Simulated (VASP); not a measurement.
# GaCo (Pm-3m) in VASP: a series of runs, part 2 of 2

VASP 6.6.1. Earlier steps stand in the parts before.

### 3 Single point, LDA+U, collinear spin, typed start

Contents of INCAR:

```
SYSTEM = GaCo
PREC = Accurate
ENCUT = 520
EDIFF = 1E-6
ISMEAR = -1
SIGMA = 0.15
LREAL = .FALSE.
LASPH = .TRUE.
NELM = 150
ALGO = Fast
ISIF = 2
LWAVE = .FALSE.
LCHARG = .FALSE.
ISPIN = 2
MAGMOM = 0 -0.15
LORBIT = 11
LMAXMIX = 4
LDAU = .TRUE.
LDAUTYPE = 2
LDAUL = -1 2
LDAUU = 0 4
LDAUJ = 0 0
LDAUPRINT = 1
NBANDS = 22
```

Contents of KPOINTS:

```
Automatic mesh
0
G
  9 9 9
  0 0 0
```

Contents of POSCAR:

```
GaCo
1.0
    2.8780000000      0.0000000000      0.0000000000
    0.0000000000      2.8780000000      0.0000000000
    0.0000000000      0.0000000000      2.8780000000
Ga Co
1 1
Direct
    0.5000000000      0.5000000000      0.5000000000
    0.0000000000      0.0000000000      0.0000000000
```

Potentials or basis: VASP PAW LDA potentials, release 64 (Ga_d, Co).

Launch:

```
> cat potpaw_LDA.64/Ga_d/POTCAR potpaw_LDA.64/Co/POTCAR > POTCAR
> mpirun -np 1 vasp_std > vasp.out
```

OUTCAR:

```text
SYSTEM = GaCo
   PREC = Accurate
   ENCUT = 520
   EDIFF = 1E-6
   ISMEAR = -1
   LREAL = .FALSE.
   LASPH = .TRUE.
   NELM = 150
   ISIF = 2
   ISPIN = 2
   LORBIT = 11

 ion  position               nearest neighbor table
   1  0.500  0.500  0.500-   2 2.49   2 2.49   2 2.49   2 2.49   2 2.49   2 2.49   2 2.49   2 2.49

   2  0.000  0.000  0.000-   1 2.49   1 2.49   1 2.49   1 2.49   1 2.49   1 2.49   1 2.49   1 2.49

  LATTYP: Found a simple cubic cell.
 ALAT       =     2.8780000000

  Lattice vectors:

 A1 = (   2.8780000000,   0.0000000000,   0.0000000000)
 A2 = (   0.0000000000,   2.8780000000,   0.0000000000)
 A3 = (   0.0000000000,   0.0000000000,   2.8780000000)

Analysis of symmetry for initial positions (statically):
=====================================================================
 Subroutine PRICEL returns:
 Original cell was already a primitive cell.

 Routine SETGRP: Setting up the symmetry group for a
 simple cubic supercell.

 Subroutine GETGRP returns: Found 48 space group operations
 (whereof 48 operations were pure point group operations)
 out of a pool of 48 trial point group operations.

The static configuration has the point symmetry O_h .

Analysis of symmetry for dynamics (positions and initial velocities):
=====================================================================
 Subroutine PRICEL returns:
 Original cell was already a primitive cell.

 Routine SETGRP: Setting up the symmetry group for a
 simple cubic supercell.

 Subroutine GETGRP returns: Found 48 space group operations
 (whereof 48 operations were pure point group operations)
 out of a pool of 48 trial point group operations.

The dynamic configuration has the point symmetry O_h .

Analysis of structural, dynamic, and magnetic symmetry:
=====================================================================
 Subroutine PRICEL returns:
 Original cell was already a primitive cell.

 Routine SETGRP: Setting up the symmetry group for a
 simple cubic supercell.

 Subroutine GETGRP returns: Found 48 space group operations
 (whereof 48 operations were pure point group operations)
 out of a pool of 48 trial point group operations.

The overall configuration has the point symmetry O_h .

 Subroutine INISYM returns: Found 48 space group operations
 (whereof 48 operations are pure point group operations),
 and found     1 'primitive' translations

----------------------------------------------------------------------------------------

                                     Primitive cell

  volume of cell :      23.8381

  direct lattice vectors                    reciprocal lattice vectors
     2.878000000  0.000000000  0.000000000     0.347463516  0.000000000  0.000000000
     0.000000000  2.878000000  0.000000000     0.000000000  0.347463516  0.000000000
     0.000000000  0.000000000  2.878000000     0.000000000  0.000000000  0.347463516

  length of vectors
     2.878000000  2.878000000  2.878000000     0.347463516  0.347463516  0.347463516
[... 108 lines left out ...]
   U (eV)           for each species LDAUU =   0.0  4.0
   J (eV)           for each species LDAUJ =   0.0  0.0
   GGA     = CA    functional components
   LHFCALC =     F    Hartree Fock is set to
   AEXX    =    0.0000 exact exchange contribution
   IVDW    =     0    specifies the selected vdW correction
   LEPSILON=     F    determine dielectric tensor
   LRPA    =     F    only Hartree local field effects (RPA)
 spin polarized calculation
 RMM-DIIS sequential band-by-band and
  energy-cutoff  :      520.00
  volume of cell :       23.84
 maximum number of plane-waves:       656
 NGX is ok and might be reduce to    24
   NGX = 11   NGY = 11   NGZ = 11

atom =   2  type =  2  l = 2

 onsite density matrix

spin component  1

  0.8248 -0.0000  0.0000  0.0000 -0.0000
 -0.0000  0.8248 -0.0000  0.0000  0.0000
  0.0000 -0.0000  0.4594 -0.0000 -0.0000
  0.0000  0.0000 -0.0000  0.8248 -0.0000
 -0.0000  0.0000 -0.0000 -0.0000  0.4594

spin component  2

  0.8474  0.0000  0.0000  0.0000 -0.0000
  0.0000  0.8474  0.0000  0.0000 -0.0000
  0.0000  0.0000  0.8772 -0.0000  0.0000
  0.0000  0.0000 -0.0000  0.8474 -0.0000
 -0.0000 -0.0000  0.0000 -0.0000  0.8772

 occupancies and eigenvectors

  o =  0.4594  v =  0.0000 -0.0000  0.9748  0.0000 -0.2229  0.0000  0.0000  0.0000  0.0000  0.0000      0.0000  0.0000  0.0000  0.0000  0.0000  0.0000  0.0000  0.0000  0.0000  0.0000
  o =  0.4594  v =  0.0000  0.0000  0.2229  0.0000  0.9748  0.0000  0.0000  0.0000  0.0000  0.0000      0.0000  0.0000  0.0000  0.0000  0.0000  0.0000  0.0000  0.0000  0.0000  0.0000
  o =  0.8248  v =  1.0000  0.0000  0.0000  0.0000  0.0000  0.0000  0.0000  0.0000  0.0000  0.0000      0.0000  0.0000  0.0000  0.0000  0.0000  0.0000  0.0000  0.0000  0.0000  0.0000
  o =  0.8248  v =  0.0000  0.9306  0.0000 -0.3661 -0.0000  0.0000  0.0000  0.0000  0.0000  0.0000      0.0000  0.0000  0.0000  0.0000  0.0000  0.0000  0.0000  0.0000  0.0000  0.0000
  o =  0.8248  v =  0.0000  0.3661  0.0000  0.9306 -0.0000  0.0000  0.0000  0.0000  0.0000  0.0000      0.0000  0.0000  0.0000  0.0000  0.0000  0.0000  0.0000  0.0000  0.0000  0.0000
  o =  0.8474  v =  0.0000  0.0000  0.0000  0.0000  0.0000  0.0000  0.3697 -0.0000 -0.9292 -0.0000      0.0000  0.0000  0.0000  0.0000  0.0000  0.0000  0.0000  0.0000  0.0000  0.0000
  o =  0.8474  v =  0.0000  0.0000  0.0000  0.0000  0.0000  1.0000  0.0000  0.0000  0.0000  0.0000      0.0000  0.0000  0.0000  0.0000  0.0000  0.0000  0.0000  0.0000  0.0000  0.0000
  o =  0.8474  v =  0.0000  0.0000  0.0000  0.0000  0.0000  0.0000 -0.9292  0.0000 -0.3697 -0.0000      0.0000  0.0000  0.0000  0.0000  0.0000  0.0000  0.0000  0.0000  0.0000  0.0000
  o =  0.8772  v =  0.0000  0.0000  0.0000  0.0000  0.0000  0.0000 -0.0000 -0.0292  0.0000 -0.9996      0.0000  0.0000  0.0000  0.0000  0.0000  0.0000  0.0000  0.0000  0.0000  0.0000
  o =  0.8772  v =  0.0000  0.0000  0.0000  0.0000  0.0000  0.0000  0.0000  0.9996 -0.0000 -0.0292      0.0000  0.0000  0.0000  0.0000  0.0000  0.0000  0.0000  0.0000  0.0000  0.0000

 number of electron      22.0000018 magnetization      -0.7579849

 Free energy of the ion-electron system (eV)
  ---------------------------------------------------
  ext. energy  EPLUGINS =         0.00000000
  ---------------------------------------------------
  free energy    TOTEN  =        -9.07623508 eV

  energy without entropy =       -9.00201986  energy(sigma->0) =       -9.03912747

 E-fermi :   9.0555     XC(G=0): -13.5165

 val. band max:        8.9711647915   @ k =   0.4444   0.3333   0.2222
 cond. band min:       9.0613008943   @ k =   0.3333   0.3333   0.0000
 fundamental gap:      0.0901361028
 Fermi energy:         9.0554893146

 spin component 1

 k-point     1 :       0.0000    0.0000    0.0000
  band No.  band energies     occupation
      1      -5.9089      1.00000
      2      -5.9089      1.00000
      3      -5.5706      1.00000
      4      -5.5706      1.00000
      5      -5.5706      1.00000
      6      -2.5898      1.00000
[... 1193 lines left out ...]
     21      32.8137      0.00000
     22      34.6069      0.00000

 [... further k-points ...]
[... 5 lines left out ...]
  --------------------------------------------------------------------------------------
  -------------------------------------------------------------------------------------
  Total       -1.9619113     -1.9619113     -1.9619113     -0.0000000      0.0000000      0.0000000
  in kB     -131.8613708   -131.8613708   -131.8613708     -0.0000000      0.0000000      0.0000000
  external PRESSURE =    -131.8613708 kB  Pullay stress =       0.0000000 kB

 VOLUME and BASIS-vectors are now :
 -----------------------------------------------------------------------------
  energy-cutoff  :      520.00
  volume of cell :       23.84
      direct lattice vectors                 reciprocal lattice vectors
     2.878000000  0.000000000  0.000000000     0.347463516  0.000000000  0.000000000
     0.000000000  2.878000000  0.000000000     0.000000000  0.347463516  0.000000000
     0.000000000  0.000000000  2.878000000     0.000000000  0.000000000  0.347463516

 POSITION                                       TOTAL-FORCE (eV/Angst)
 -----------------------------------------------------------------------------------
      1.43900      1.43900      1.43900         0.000000      0.000000      0.000000
      0.00000      0.00000      0.00000         0.000000      0.000000      0.000000
 -----------------------------------------------------------------------------------
    total drift:                                0.000000      0.000000     -0.000000

  FREE ENERGIE OF THE ION-ELECTRON SYSTEM (eV)
  ---------------------------------------------------
  free  energy   TOTEN  =        -9.0762350771 eV

  energy  without entropy=       -9.0020198626  energy(sigma->0) =       -9.03912747

 total charge

# of ion       s       p       d       tot
------------------------------------------
    1        0.853   0.877  10.044  11.775
    2        0.391   0.436   7.654   8.481
--------------------------------------------------
tot          1.244   1.313  17.698  20.255

 magnetization (x)

# of ion       s       p       d       tot
------------------------------------------
    1        0.010   0.041   0.017   0.068
    2        0.001   0.018  -0.904  -0.885
--------------------------------------------------
tot          0.011   0.058  -0.887  -0.818
```

OSZICAR:

```text
N       E                     dE             d eps       ncg     rms          rms(c)
DAV:   1     0.119936739009E+03    0.11994E+03   -0.94885E+03  3536   0.174E+03
DAV:   2     0.110443293458E+01   -0.11883E+03   -0.11132E+03  3182   0.317E+02
DAV:   3    -0.932426453418E+01   -0.10429E+02   -0.10283E+02  3506   0.809E+01
DAV:   4    -0.950237971346E+01   -0.17812E+00   -0.17800E+00  3612   0.107E+01
DAV:   5    -0.950846862139E+01   -0.60889E-02   -0.60885E-02  4162   0.177E+00    0.800E+00
RMM:   6    -0.983648069643E+01   -0.32801E+00   -0.23946E+00  4298   0.132E+01    0.746E+00
RMM:   7    -0.900946909688E+01    0.82701E+00   -0.63154E-01  4322   0.686E+00    0.230E+00
RMM:   8    -0.900868188785E+01    0.78721E-03   -0.35854E-02  4610   0.156E+00    0.881E-01
RMM:   9    -0.903446081441E+01   -0.25779E-01   -0.17696E-02  4650   0.106E+00    0.730E-01
RMM:  10    -0.905369245953E+01   -0.19232E-01   -0.63684E-03  4683   0.629E-01    0.703E-01
RMM:  11    -0.907485457222E+01   -0.21162E-01   -0.14690E-02  4700   0.900E-01    0.384E-01
RMM:  12    -0.907493560129E+01   -0.81029E-04   -0.91043E-04  4742   0.262E-01    0.172E-01
RMM:  13    -0.907574577576E+01   -0.81017E-03   -0.12007E-03  4520   0.300E-01    0.123E-01
RMM:  14    -0.907617394042E+01   -0.42816E-03   -0.15822E-04  4885   0.103E-01    0.339E-02
RMM:  15    -0.907619724078E+01   -0.23300E-04   -0.58608E-05  4800   0.469E-02    0.283E-02
RMM:  16    -0.907623241962E+01   -0.35179E-04   -0.30921E-05  4412   0.416E-02    0.106E-02
RMM:  17    -0.907623481121E+01   -0.23916E-05   -0.78985E-06  4229   0.167E-02    0.312E-03
RMM:  18    -0.907623507706E+01   -0.26585E-06   -0.25442E-06  3713   0.966E-03
   1 F= -.90762351E+01 E0= -.90391275E+01  d E =-.742152E-01  mag=    -0.7582
```

stdout:

```text
POSCAR found type information on POSCAR GaCo
 POSCAR found :  2 types and       2 ions
 scaLAPACK will be used
 LDA part: xc-table for (Slater(with rela. corr.)+CA(PZ))
 , standard interpolation
 POSCAR, INCAR and KPOINTS ok, starting setup
 FFT: planning ... GRIDC
 FFT: planning ... GRID_SOFT
 FFT: planning ... GRID
 WAVECAR not read
 entering main loop
```

Run time: 51 s. Hardware: 1 thread of Intel Xeon Platinum 8175M at 2.50GHz (Skylake/Cascade Lake), shared host; peak memory 0.15 GiB.

Results:

```yaml
Free_energy: -9.0762 eV
Pressure: -13.2 GPa
Band_gap_on_the_k_mesh: none (metal or under the smearing width)
Net_moment: -0.76 μB per cell
Site_moments: Ga +0.07; Co -0.89 μB
Valence_electrons_inside_the_program's_atomic_spheres: Ga 11.78; Co 8.48
```

Eigenvalues of the final occupation matrices:
| site | spin | trace | eigenvalues |
| --- | --- | --- | --- |
| site 2 d | 1 | 3.39 | 0.46 0.46 0.82 0.82 0.82 |
| site 2 d | 2 | 4.30 | 0.85 0.85 0.85 0.88 0.88 |

Caveat: the U is typed as a test and isn't derived for this compound. The state reached can hang on the start; a lower one may exist.
